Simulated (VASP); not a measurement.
Input of a VASP 6.6.1 run:

File INCAR:

```
ALGO = Fast
EDIFF = 1E-6
EDIFFG = -0.005
ENCUT = 600
GGA = PE
IBRION = 2
ISIF = 3
ISMEAR = 0
LASPH = T
LCHARG = F
LREAL = F
LWAVE = F
NELM = 100
NSW = 100
PREC = Accurate
SIGMA = 0.1
```

File KPOINTS:

```
k-points
0
Gamma
  12 12 6
```

Contents of POSCAR:

```
Sr
1.0
    4.3100002207      0.0000000000      0.0000000000
   -2.1550001104      3.7325696814      0.0000000000
    0.0000000000      0.0000000000      7.0500000000
Sr
2
Direct
    0.3333333333      0.6666666667      0.2500000000
    0.6666666667      0.3333333333      0.7500000000
```

Potentials or basis: VASP PAW PBE potentials, release 64 (Sr_sv).

Command:

```bash
$ cat potpaw_PBE.64/Sr_sv/POTCAR > POTCAR
$ mpirun -np 1 vasp_std > vasp.out
```

(1) Predict the relaxed cell.

(2) What does it give for the space group after relaxing (to 0.05 Å)?

(3) What does it give for the band gap on the k mesh?

(4) What does it give for the relaxed volume?

## Answers

(1) a = 4.269 Å, b = 4.269 Å, c = 7.021 Å, α = 90.00°, β = 90.00°, γ = 120.00°.

(2) P6_3/mmc (No. 194).

(3) none (metal or under the smearing width).

(4) 55.39 Å³/atom.
